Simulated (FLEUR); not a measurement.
Here is a FLEUR MaX-R8.1 (later development tree) calculation.

The input inp.xml:

```xml
<?xml version="1.0" encoding="UTF-8" standalone="no"?>
<fleurInput fleurInputVersion="0.39">
   <comment>
      TaN                                                                                                 
   </comment>
   <calculationSetup>
      <cutoffs Kmax="4.56" Gmax="14.1" GmaxXC="14.1" numbands="0"/>
      <scfLoop itmax="100" minDistance="0.001" maxIterBroyd="50" imix="Anderson" alpha="0.05" precondParam="0.0" spinf="2.0" sdNocoIR="T"/>
      <coreElectrons ctail="F" frcor="F" kcrel="0" coretail_lmax="0"/>
      <xcFunctional name="LibXC" relativisticCorrections="F">
         <LibXCName exchange="mgga_x_r2scan" correlation="mgga_c_r2scan"/>
         <AuxGGA exchange="117" correlation="130"/>
      </xcFunctional>
      <magnetism jspins="2"/>
      <soc l_soc="F" theta="0.0" phi="0.0" spav="F"/>
      <expertModes spex="0" secvar="F"/>
      <geometryOptimization l_f="F" forcealpha="1.0" forcemix="BFGS" epsdisp="0.00001" epsforce="0.00001"/>
      <ldaU l_linMix="F" mixParam="0.05" spinf="1.0"/>
   </calculationSetup>
   <cell>
      <bzIntegration valenceElectrons="32.0" mode="gauss" fermiSmearingEnergy="0.00183747">
         <kPointListSelection listName="default-1"/>
         <!-- k-points included here -->
         <xi:include xmlns:xi="http://www.w3.org/2001/XInclude" href="kpts.xml"> </xi:include>
      </bzIntegration>
      <!-- symmetry operations included here -->
      <xi:include xmlns:xi="http://www.w3.org/2001/XInclude" href="sym.xml"> </xi:include>
      <bulkLattice scale="1.0">
         <bravaisMatrix>
            <row-1>    5.1633132222384779     0.0000000000000000     0.0000000000000000</row-1>
            <row-2>    0.0000000000000000     5.1633132222384779     0.0000000000000000</row-2>
            <row-3>    0.0000000000000000     0.0000000000000000     5.1633132222384779</row-3>
         </bravaisMatrix>
      </bulkLattice>
   </cell>
   <atomSpecies>
      <species name="Tantalum (2.001" element="Ta" atomicNumber="73">
         <mtSphere radius="2.39" gridPoints="791" logIncrement="0.017"/>
         <atomicCutoffs lmax="10" lnonsphr="10"/>
         <electronConfig flipSpins="F">
            <coreConfig>(1s1/2) (2s1/2) (2p1/2) (2p3/2) (3s1/2) (3p1/2) (3p3/2) (4s1/2) (3d3/2) (3d5/2) (4p1/2) (4p3/2) (4d3/2) (4d5/2)</coreConfig>
            <valenceConfig>(5s1/2) (5p1/2) (5p3/2) (6s1/2) (4f5/2) (4f7/2) (5d3/2) (5d5/2)</valenceConfig>
            <stateOccupation state="(5d3/2)" spinUp="0.7005" spinDown="0.4995"/>
            <stateOccupation state="(5d5/2)" spinUp="1.8" spinDown="0.0"/>
         </electronConfig>
         <energyParameters s="6" p="6" d="5" f="4"/>
         <ldaU l="2" U="8" J="0.0" l_amf="F"/>
         <lo type="SCLO" l="0" n="5" eDeriv="0"/>
         <lo type="SCLO" l="1" n="5" eDeriv="0"/>
         <lo type="SCLO" l="3" n="4" eDeriv="2"/>
      </species>
      <species name="Nitrogen (N)" element="N" atomicNumber="7">
         <mtSphere radius="1.58" gridPoints="523" logIncrement="0.02"/>
         <atomicCutoffs lmax="8" lnonsphr="8"/>
         <electronConfig flipSpins="F">
            <coreConfig>(1s1/2)</coreConfig>
            <valenceConfig>(2s1/2) (2p1/2) (2p3/2)</valenceConfig>
            <stateOccupation state="(2p1/2)" spinUp="0.500000" spinDown="0.500000"/>
            <stateOccupation state="(2p3/2)" spinUp="1.000000" spinDown="1.000000"/>
         </electronConfig>
         <energyParameters s="2" p="2" d="3" f="4"/>
         <lo type="SCLO" l="0" n="2" eDeriv="2"/>
         <lo type="SCLO" l="1" n="2" eDeriv="2"/>
         <lo type="SCLO" l="2" n="3" eDeriv="2"/>
      </species>
   </atomSpecies>
   <atomGroups>
      <atomGroup species="Tantalum (2.001">
         <relPos label="                   1">.0000000000 .0000000000 .0000000000</relPos>
         <force calculate="T" relaxXYZ="TTT"/>
      </atomGroup>
      <atomGroup species="Nitrogen (N)">
         <relPos label="                   2">1.000/2.000 1.000/2.000 1.000/2.000</relPos>
         <force calculate="T" relaxXYZ="TTT"/>
      </atomGroup>
   </atomGroups>
   <output dos="F" band="F" slice="F">
      <checks vchk="F" cdinf="F"/>
      <bandDOS minEnergy="-.5*Htr" maxEnergy="0.5*Htr" sigma="0.015" storeEVData="T"/>
      <vacuumDOS vacdos="F" integ="F" star="F" nstars="0" locx1="0.0" locy1="0.0" locx2="0.0" locy2="0.0" nstm="0" tworkf="0.0"/>
      <unfoldingBand unfoldBand="F" supercellX="1" supercellY="1" supercellZ="1"/>
      <plotting iplot="0" polar="F">
         <plot TwoD="T" vec1="  1.0  0.0  0.0" vec2="  0.0  1.0  0.0" vec3="  0.0  0.0  1.0" zero="  0.0  0.0  0.0" file="plot"/>
      </plotting>
      <chargeDensitySlicing numkpt="0" minEigenval="0.0" maxEigenval="0.0" nnne="0" pallst="F"/>
      <specialOutput eonly="F"/>
      <moessbauerParams electricFieldGradient="T" isomerShift="T" coreHyperfine="T" valenceHyperfine="T"/>
      <magneticCircularDichroism mcd="F" energyLo="-10.0" energyUp="0.0"/>
   </output>
  <!-- We include the file relax.xml here to enable relaxations (see documentation) -->
  <xi:include xmlns:xi="http://www.w3.org/2001/XInclude" href="relax.xml"> <xi:fallback/> </xi:include>
</fleurInput>
```

The input crystal.txt:

```
TaN
&input cartesian=F /
2.7323076900  0.0000000000  0.0000000000
0.0000000000  2.7323076900  0.0000000000
0.0000000000  0.0000000000  2.7323076900
1.8897261246
1.0 1.0 1.0

2
73 0.0000000000  0.0000000000  0.0000000000 : 2.001
7 0.5000000000  0.5000000000  0.5000000000

&kpt div1=7 div2=7 div3=7 gamma=T /
```

Potentials or basis: all-electron, FLAPW.

Command:

```sh
$ inpgen -f crystal.txt -profile fastHighL -nosym
$ # inp.xml edited to the form shown
$ fleur_MPI
```

Question: What does it give for the site moments?

Answer: Ta +0.17; N +0.00 μB.

Question: What does it give for the net moment?

Answer: 0.22 μB per cell.

Eigenvalues of the final occupation matrices:
```
       site  spin  trace               eigenvalues
atom type 1     1   1.12  0.11 0.11 0.11 0.36 0.43
atom type 1     2   0.97  0.11 0.11 0.11 0.32 0.33
```

Caveat: the meta-GGA is that of a development version, with a GGA for the radial functions and cores and without core tails; the magnetic or orbital state may not be the lowest. Spin-orbit coupling is left out, which matters for the levels of Ta.
